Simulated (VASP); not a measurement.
Input of a VASP 6.6.1 run:

The input INCAR:

```
SYSTEM = CdO
PREC = Accurate ; ENCUT = 900
EDIFF = 1E-7 ; ISMEAR = 0
SIGMA = 0.02 ; LREAL = .FALSE.
LASPH = .TRUE. ; NELM = 100
ALGO = Normal ; ISIF = 2
LWAVE = .FALSE. ; LCHARG = .FALSE.
GGA = PE ; NBANDS = 16
```

File KPOINTS:

```
regular mesh
0
G
  12 12 12
  0 0 0
```

File POSCAR:

```
CdO                                     
1.0
    0.0000000000      2.3650336672      2.3650336672
    2.3650336672      0.0000000000      2.3650336672
    2.3650336672      2.3650336672      0.0000000000
  Cd              O             
     1     1
Direct
     0.0000000000000000    0.0000000000000000    0.0000000000000000
     0.5000000000000000    0.5000000000000000    0.5000000000000000
```

Potentials or basis: VASP PAW PBE potentials, release 64 (Cd, O_h).

Launch:

```console
$ cat potpaw_PBE.64/Cd/POTCAR potpaw_PBE.64/O_h/POTCAR > POTCAR
$ mpirun -np 1 vasp_std > vasp.out
```

(1) What does it give for the pressure?

(2) Estimate the band gap on the k mesh.

## Answers

(1) 4.2 GPa.

(2) none (metal or under the smearing width).

Caveat: the cutoff is under 1.25 times the usual one of these potentials, so pressure, stress and relaxed cells hold a basis-set (Pulay) error.
